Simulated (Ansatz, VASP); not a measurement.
## Two plane-wave programs on Hf

```xyz
2
Lattice="3.1570 0.0000 0.0000 -1.5785 2.7341 0.0000 0.0000 0.0000 5.0134" Properties=species:S:1:pos:R:3 pbc="T T T"
Hf    0.0000    1.8227    1.2534
Hf    1.5785    0.9114    3.7601
```

Alike in both runs: task electric field gradients; functional PBEsol; k mesh 15 × 15 × 8; occupations fermi-dirac, width 0.15 eV; no spin polarisation.

|  | VASP | Ansatz |
| --- | --- | --- |
| version | VASP 6.6.1 | Ansatz 0.2.0 |
| potentials or method | VASP PAW PBE potentials, release 64 (Hf_pv) | scalar-relativistic, plane waves, PAW |
| plane-wave cutoff (eV) | 520 | 420 |
| valence electrons in the cell | 20 | 52 |

|  | VASP | Ansatz | Ansatz less VASP |
| --- | --- | --- | --- |
| gap on the k mesh at the Fermi level (eV) | none | none | - |
| pressure (GPa) | -0.4 | 0.0 | +0.37 |
| largest component of the traceless stress (GPa) | 0.06 | 0.00 | -0.063 |
| Vzz of the field gradient on the site that differs most (V/Å²) | 86.0 | 94.8 | +8.84 |

A gap of «none» marks a metal or a gap that the smearing closes. The two sets of potentials don't hold the same shells in valence. Ansatz warned: «gradients_without_spin_orbit».

Caveats: the PAW data sets were made with another functional, which shifts forces and pressure a little (VASP). Spin-orbit coupling is left out, which matters for the levels of Hf.
